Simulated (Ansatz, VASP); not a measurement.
**One calculation of MgO, two programs**

INCAR

```
PREC = Accurate ; ENCUT = 520
EDIFF = 1E-7 ; ISMEAR = -1
SIGMA = 0.01 ; LREAL = F
LASPH = T ; NELM = 80
ALGO = Normal ; ISIF = 2
LWAVE = F ; LCHARG = F
GGA = PE ; NBANDS = 11
```

File KPOINTS:

```
Automatic mesh
0
Gamma
  11 11 11
```

Contents of POSCAR:

```
MgO
1.0
   -0.0427030000      2.1351500000      2.1351500000
    2.1351500000     -0.0427030000      2.1351500000
    2.0924470000      2.0924470000      0.0000000000
Mg O
1 1
Direct
    0.0000000000      0.0000000000      0.0000000000
    0.5000000000      0.5000000000      0.5000000000
```

Input for Ansatz:

```yaml
crystal:
  lattice:
    - [-0.042703, 2.13515, 2.13515]
    - [2.13515, -0.042703, 2.13515]
    - [2.092447, 2.092447, 0.0]
  atoms:
    - { symbol: Mg, position: [0.0, 0.0, 0.0] }
    - { symbol: O, position: [0.5, 0.5, 0.5] }
kpoints:
  mp_grid: { grid: [11, 11, 11] }
scf:
  occupations: { method: fermi_dirac, width: 0.01 }
hamiltonian:
  xc: pbe
  pseudopotentials: { kind: all_electron, lapw: { basis_error: 0.001 } }
output:
  forces: true
  stress: true
  eigenvalues: true
```

Change from the starting cell: xy shear strain of -4 %.

Alike in both runs: task single point; functional PBE; k mesh 11 × 11 × 11; occupations fermi-dirac, width 0.01 eV; no spin polarisation.

```csv
,VASP,Ansatz
version,VASP 6.6.1,Ansatz 0.2.0
potentials or method,"VASP PAW PBE potentials, release 64 (Mg, O)","all-electron LAPW, scalar-relativistic"
plane-wave cutoff (eV),520,see its input
```

|  | VASP | Ansatz | Ansatz less VASP |
| --- | --- | --- | --- |
| gap on the k mesh at the Fermi level (eV) | 4.17 | 4.18 | +0.013 |
| pressure (GPa) | -2.4 | -1.6 | +0.79 |
| largest component of the traceless stress (GPa) | 5.63 | 5.59 | -0.046 |

Ansatz ran all-electron here, so the differences hold the error of VASP's frozen core and of both bases.
